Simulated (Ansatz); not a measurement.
# Pd (Fm-3m) in Ansatz: further runs

Runs on Pd. Level: BLYP+D3(BJ). Tasks: single point, equation of state.

Everything below comes from runs of Ansatz 0.2.0. Logs are shortened: lines on timing, memory, paths and dates and some standing lists are left out, and cuts for length are marked.

## 1. The structure

It takes space group Fm-3m (No. 225, cubic). Conventional cell: a = 3.893 Å, b = 3.893 Å, c = 3.893 Å, α = 90.00°, β = 90.00°, γ = 90.00°. Around Pd (site symmetry m-3m) lie 12 Pd at 2.75 Å.

## 2. Single point, BLYP+D3(BJ), 13.87 Å³/atom (volume scaled by 0.94)

The input, input.yaml:

```yaml
crystal:
  lattice:
    - [0.0, 1.9067643606, 1.9067643606]
    - [1.9067643606, 0.0, 1.9067643606]
    - [1.9067643606, 1.9067643606, 0.0]
  atoms:
    - { symbol: Pd, position: [0.0, 0.0, 0.0] }
hamiltonian:
  xc: blyp
  pseudopotentials: { kind: paw }
  dispersion: d3bj
kpoints:
  mp_grid: { grid: [12, 12, 12] }
scf:
  occupations: { method: fermi_dirac, width: 0.05 }
output:
  forces: true
  stress: true
  eigenvalues: true
  write_density: true
  write_potential: true
  elf: true
  volumetric_format: npy
```

Potentials or basis: Ansatz PAW.

The run is started by

```
$ ansatz run input.yaml --threads 2 --pin off --max-ram 5120MiB --backend cpu --events-out ev --progress --plain --runs-dir out
```

Standard output:

```text
Warning: RAYON_NUM_THREADS=2 ignored (pool sized by the plan → 2); use --threads N
Engine: ansatz 0.2.0, aarch64-unknown-linux-gnu
Pseudopotentials: kind: paw
Pseudopotential: Pd, paw, valence charge 18, recommended cutoff 420 eV (normal), Pd.paw.azcp
Functional definition: BLYP
  parameter beta = 0.0042
  parameter a = 0.04918
  parameter b = 0.132
  parameter c = 0.2533
  parameter d = 0.349
  exchange = b88_x(beta = beta)
  correlation = lyp_c(a = a, b = b, c = c, d = d)
Crystal: 1 atoms, lattice volume = 13.865 Å³
Basis set: ecut = 420 eV, 283 PW (Γ), exchange–correlation on 40×40×40 points (8 copies of the dense FFT grid, shifted against one another)
Bands: 13, of which v1, the nominal top of the filled ones, is band 9 counted from 1 (8 counted from 0)
Symmetry: 48 space group operations
Space group: Fm-3m (ITA 225), of the structure as read, at distance tolerance 2.4e-5 Å
k-points: 72 of 1728
Non-local potential: Pd, projectors of the file, l = 0: 2, l = 1: 2, l = 2: 2, l = 3: 1
PAW form: soft (Blöchl's): semilocal exchange-correlation on the pseudo side does not see the compensation charge
PAW frozen core: Pd, regenerated for the run's functional, and the local potential with it (the file was generated under x = pbe(κ = 0.804, μ = 0.2195149727645171), c = pbe(β = 0.06672455060314922))
PAW one-centre angular grid: Pd, 590 points (default); XC on 64 Gauss nodes
Initial density: superposition of atomic densities (neutral atoms: chi_scale 0, normalization atom), corrected by the library's trained network
Initial wavefunctions: pseudopotential atomic-orbital guess
Functional: x = b88, c = lyp
SCF iter   1: F=—  HF=-6989.022012 eV  |F-HF|=—  |Δ(HF+E_count)|=         —  Δρ=1.67e-2  dr2=3.82e-2  ethr=1.77e-3  ⟨swp⟩=5.7  Hψ=5403  notcnv=0
preconditioner: auto → none  [metal: Δε(μ)=0.004 eV  Ē_g=15.148 eV  σ=0.050 eV  W_gap=0.02  n_scr=0 (ndim 8)  ℏωp=31.5 eV  f_vac=0.000  D(μ)=2.28/eV (n_scr^D=26)]
SCF iter   2: F=—  HF=-6989.014698 eV  |F-HF|=—  |Δ(HF+E_count)|=   7.31e-3  Δρ=8.46e-3  dr2=5.85e-3  ethr=2.12e-4  ⟨swp⟩=2.4  Hψ=2152  notcnv=0
SCF iter   3: F=—  HF=-6989.013007 eV  |F-HF|=—  |Δ(HF+E_count)|=   1.69e-3  Δρ=2.54e-3  dr2=4.07e-4  ethr=3.25e-5  ⟨swp⟩=2.1  Hψ=1539  notcnv=0
SCF iter   4: F=—  HF=-6989.013148 eV  |F-HF|=—  |Δ(HF+E_count)|=   1.41e-4  Δρ=2.73e-4  dr2=2.94e-6  ethr=2.26e-6  ⟨swp⟩=2.0  Hψ=1292  notcnv=0
SCF iter   5: F=—  HF=-6989.013142 eV  |F-HF|=—  |Δ(HF+E_count)|=   5.90e-6  Δρ=2.72e-5  dr2=3.88e-8  ethr=1.63e-8  ⟨swp⟩=2.1  Hψ=1435  notcnv=0
SCF iter   6: F=-6989.013142 eV  HF=-6989.013142 eV  |F-HF|=6.73e-11  |Δ(HF+E_count)|=   3.62e-8  Δρ=1.58e-6  dr2=1.90e-10  ethr=2.15e-10  ⟨swp⟩=5.0  Hψ=4714  notcnv=0
SCF 1 converged in 6 iterations: F = -6989.013142 eV  dr2 = 1.90e-10
SCF converged after 6 iterations
Free energy (F): -6989.013142 eV
Harris-Foulkes:  -6989.013142 eV  (|F-HF|=6.73e-11)
Internal energy: -6988.995333 eV  (E = F + TS)
E sigma→0 (E₀):  -6989.004238 eV
Entropy (-TS):   -0.017809 eV (-17.809 meV/atom)
Fermi energy:    21.979478 eV
--- Per-component energies (eV) ---
  E_band       = -100.654502
  E_kinetic    = 517.043179
  E_local      = -1664.446646  (includes V_loc(G=0)·N_el)
  E_nonlocal   = 215.848532
  E_hartree    = 683.898911
  E_xc         = -166.984526
  E_vxc        = -209.297935  (∫ρ·V_xc dr)
  E_paw        = -3768.238965  (= ΣΔE_a)
  E_vpaw       = -327.599052  (= ΣTr[D̂ρ^β])
  E_aug_tail   = 0.000226  (compensation charges beyond the density's cutoff)
  E_ewald      = -2804.568605
  E_disp       = -1.634266  (pairwise vdW)
  E_core_change = 0.086828  (= ΣΔE_core)
  E_smearing   = -0.017809  (= −TS)
  E_closure    = 0.000000  (closes the sum)
  Σ components = -6989.013142   (vs F -6989.013142, Δ=0.00e0)
--- Forces (eV/Å), atoms counted from 1 ---
  atom   1  Pd    -0.00000000    -0.00000000    -0.00000000
  max |Σ_I F_I| component: 8.22e-32 eV/Å
--- Stress (GPa, compression-positive) ---
       14.720121       0.000000       0.000000
        0.000000      14.720121      -0.000000
        0.000000       0.000000      14.720121
  P = ⅓ Tr σ = 14.7201 GPa (147.201 kbar)
--- Band table (eV; the first three rows and the last of 72) ---
  k-point 0: bands = ["-62.2876", "-27.7368", "-27.7368", "-27.7368", "14.5434", "18.8591", "18.8591", "18.8591", "20.6230", "20.6230", "39.3563", "44.2296", "44.2296"]
  k-point 1: bands = ["-62.2828", "-27.7721", "-27.7417", "-27.7417", "14.8091", "18.7672", "18.9522", "18.9522", "20.5796", "20.5796", "39.6581", "42.8712", "44.5689"]
  k-point 2: bands = ["-62.2695", "-27.8681", "-27.7552", "-27.7552", "15.5166", "18.6200", "19.1400", "19.1400", "20.5513", "20.5513", "39.8174", "40.7838", "45.4715"]
  k-point 71: bands = ["-62.1910", "-28.0778", "-28.0778", "-27.9333", "17.2817", "18.3113", "18.3113", "20.5150", "22.3337", "31.4398", "31.4398", "32.8228", "34.3895"]
```

v_z.tsv:

```text
# z_ang	v_es[eV]	v_tot[eV]
# format = ansatz-planar-average/11
# xc	blyp
# density_cutoff_ev	1680
# datasets	Pd=:simpson_from_first_knot:soft:shift=-131787
# lattice	0.000000000	1.906764361	1.906764361
# lattice	1.906764361	0.000000000	1.906764361
# lattice	1.906764361	1.906764361	0.000000000
# sites	1
# site	46	0.000000000	0.000000000	0.000000000
0.000000	1.834124e0	-1.369649e1
0.134829	2.411681e0	-1.300853e1
0.269657	4.021679e0	-1.106716e1
0.404486	6.363173e0	-8.176593e0
0.539314	9.111058e0	-4.678092e0
0.674143	1.203154e1	-8.469310e-1
[... 12 lines left out ...]
2.426915	4.021679e0	-1.106716e1
2.561743	2.411681e0	-1.300853e1
```

It took 0.8 s on 2 threads of Arm Neoverse V1, shared host; peak memory 0.26 GiB.

Results:

```yaml
Free_energy: -6989.0131 eV
Pressure: 14.7 GPa
Band_gap_on_the_k_mesh: none (metal or under the smearing width)
```

Caveat: pairwise dispersion overbinds metals, which lowers pressure and volume; the PAW data sets come from PBE, with cores solved anew for the run's functional, which leaves a small shift of forces and pressure.

## 3. Single point, BLYP+D3(BJ), 14.16 Å³/atom (volume scaled by 0.96)

The input, input.yaml:

```yaml
crystal:
  lattice:
    - [0.0, 1.9201927211, 1.9201927211]
    - [1.9201927211, 0.0, 1.9201927211]
    - [1.9201927211, 1.9201927211, 0.0]
  atoms:
    - { symbol: Pd, position: [0.0, 0.0, 0.0] }
hamiltonian:
  xc: blyp
  pseudopotentials: { kind: paw }
  dispersion: d3bj
kpoints:
  mp_grid: { grid: [12, 12, 12] }
scf:
  occupations: { method: fermi_dirac, width: 0.05 }
output:
  forces: true
  stress: true
  eigenvalues: true
```

Potentials or basis: Ansatz PAW.

The run is started by

```
$ ansatz run input.yaml --threads 2 --pin off --max-ram 5120MiB --backend cpu --events-out ev --progress --plain --runs-dir out
```

Run time: 0.63 s. Hardware: 2 threads of Arm Neoverse V1, shared host; peak memory 0.26 GiB.

It converged, with:

* Free energy: -6989.0353 eV
* Pressure: 9.4 GPa
* Band gap on the k mesh: none (metal or under the smearing width)

Caveat: pairwise dispersion overbinds metals, which lowers pressure and volume; the PAW data sets come from PBE, with cores solved anew for the run's functional, which leaves a small shift of forces and pressure.

## 4. Single point, BLYP+D3(BJ), 14.46 Å³/atom (volume scaled by 0.98)

Edit input.yaml of step 3 so:

```diff
@@ -2,5 +2,5 @@
   lattice:
-    - [0.0, 1.9201927211, 1.9201927211]
-    - [1.9201927211, 0.0, 1.9201927211]
-    - [1.9201927211, 1.9201927211, 0.0]
+    - [0.0, 1.933435848, 1.933435848]
+    - [1.933435848, 0.0, 1.933435848]
+    - [1.933435848, 1.933435848, 0.0]
   atoms:
```

The run is started by

```
$ ansatz run input.yaml --threads 2 --pin off --max-ram 5120MiB --backend cpu --events-out ev --progress --plain --runs-dir out
```

Run time: 0.63 s. Hardware: 2 threads of Arm Neoverse V1, shared host; peak memory 0.26 GiB.

It converged, with:

```yaml
Free_energy: -6989.0482 eV
Pressure: 4.7 GPa
Band_gap_on_the_k_mesh: none (metal or under the smearing width)
```

Caveat: pairwise dispersion overbinds metals, which lowers pressure and volume; the PAW data sets come from PBE, with cores solved anew for the run's functional, which leaves a small shift of forces and pressure.

## 5. Single point, BLYP+D3(BJ), 14.75 Å³/atom

Edit input.yaml of step 4 so:

```diff
@@ -2,5 +2,5 @@
   lattice:
-    - [0.0, 1.933435848, 1.933435848]
-    - [1.933435848, 0.0, 1.933435848]
-    - [1.933435848, 1.933435848, 0.0]
+    - [0.0, 1.9465, 1.9465]
+    - [1.9465, 0.0, 1.9465]
+    - [1.9465, 1.9465, 0.0]
   atoms:
```

The run is started by

```
$ ansatz run input.yaml --threads 2 --pin off --max-ram 5120MiB --backend cpu --events-out ev --progress --plain --runs-dir out
```

It took 0.64 s on 2 threads of Arm Neoverse V1, shared host; peak memory 0.26 GiB.

The run converged. Its results:

* Free energy: -6989.0530 eV
* Pressure: 0.6 GPa
* Band gap on the k mesh: none (metal or under the smearing width)

Caveat: pairwise dispersion overbinds metals, which lowers pressure and volume; the PAW data sets come from PBE, with cores solved anew for the run's functional, which leaves a small shift of forces and pressure.

## 6. Single point, BLYP+D3(BJ), 15.05 Å³/atom (volume scaled by 1.02)

Edit input.yaml of step 5 so:

```diff
@@ -2,5 +2,5 @@
   lattice:
-    - [0.0, 1.9465, 1.9465]
-    - [1.9465, 0.0, 1.9465]
-    - [1.9465, 1.9465, 0.0]
+    - [0.0, 1.9593911042, 1.9593911042]
+    - [1.9593911042, 0.0, 1.9593911042]
+    - [1.9593911042, 1.9593911042, 0.0]
   atoms:
@@ -19 +19,5 @@
   eigenvalues: true
+  write_density: true
+  write_potential: true
+  elf: true
+  volumetric_format: npy
```

Potentials or basis: Ansatz PAW.

The run is started by

```
$ ansatz run input.yaml --threads 2 --pin off --max-ram 5120MiB --backend cpu --events-out ev --progress --plain --runs-dir out
```

It took 0.8 s on 2 threads of Arm Neoverse V1, shared host; peak memory 0.26 GiB.

It converged, with:

| Property | Result |
| --- | --- |
| Free energy | -6989.0508 eV |
| Pressure | -3.0 GPa |
| Band gap on the k mesh | none (metal or under the smearing width) |

Caveat: pairwise dispersion overbinds metals, which lowers pressure and volume; the PAW data sets come from PBE, with cores solved anew for the run's functional, which leaves a small shift of forces and pressure.

## 7. Single point, BLYP+D3(BJ), 15.34 Å³/atom (volume scaled by 1.04)

The input, input.yaml:

```yaml
crystal:
  lattice:
    - [0.0, 1.9721147795, 1.9721147795]
    - [1.9721147795, 0.0, 1.9721147795]
    - [1.9721147795, 1.9721147795, 0.0]
  atoms:
    - { symbol: Pd, position: [0.0, 0.0, 0.0] }
hamiltonian:
  xc: blyp
  pseudopotentials: { kind: paw }
  dispersion: d3bj
kpoints:
  mp_grid: { grid: [12, 12, 12] }
scf:
  occupations: { method: fermi_dirac, width: 0.05 }
output:
  forces: true
  stress: true
  eigenvalues: true
```

The run is started by

```
$ ansatz run input.yaml --threads 2 --pin off --max-ram 5120MiB --backend cpu --events-out ev --progress --plain --runs-dir out
```

Wall time 0.63 s (2 threads of Arm Neoverse V1, shared host); peak memory 0.26 GiB.

It converged, with:

- Free energy: -6989.0423 eV
- Pressure: -6.2 GPa
- Band gap on the k mesh: none (metal or under the smearing width)

Caveat: pairwise dispersion overbinds metals, which lowers pressure and volume; the PAW data sets come from PBE, with cores solved anew for the run's functional, which leaves a small shift of forces and pressure.

## 8. Single point, BLYP+D3(BJ), 15.64 Å³/atom (volume scaled by 1.06)

Edit input.yaml of step 7 so:

```diff
@@ -2,5 +2,5 @@
   lattice:
-    - [0.0, 1.9721147795, 1.9721147795]
-    - [1.9721147795, 0.0, 1.9721147795]
-    - [1.9721147795, 1.9721147795, 0.0]
+    - [0.0, 1.9846763588, 1.9846763588]
+    - [1.9846763588, 0.0, 1.9846763588]
+    - [1.9846763588, 1.9846763588, 0.0]
   atoms:
```

The run is started by

```
$ ansatz run input.yaml --threads 2 --pin off --max-ram 5120MiB --backend cpu --events-out ev --progress --plain --runs-dir out
```

It took 0.65 s on 2 threads of Arm Neoverse V1, shared host; peak memory 0.26 GiB.

It converged, with:

```
Free energy            : -6989.0283 eV
Pressure               : -8.9 GPa
Band gap on the k mesh : none (metal or under the smearing width)
```

Caveat: pairwise dispersion overbinds metals, which lowers pressure and volume; the PAW data sets come from PBE, with cores solved anew for the run's functional, which leaves a small shift of forces and pressure.

## 9. Equation of state, BLYP+D3(BJ)

Potentials or basis: Ansatz PAW.

This step only gathers the single runs of the series.

What came out:

```yaml
Equilibrium_volume: 14.80 Å³/atom
Bulk_modulus: 189 GPa
Pressure_derivative_of_the_bulk_modulus: 5.5
```

Energy against volume, from the lowest point:
| volume (Å³/atom) | energy (meV/atom) |
| --- | --- |
| 13.865 | 39.89 |
| 14.160 | 17.78 |
| 14.455 | 4.85 |
| 14.750 | 0.00 |
| 15.045 | 2.26 |
| 15.340 | 10.75 |
| 15.635 | 24.70 |

Caveat: the potentials were made for another functional, which shifts forces and pressure.
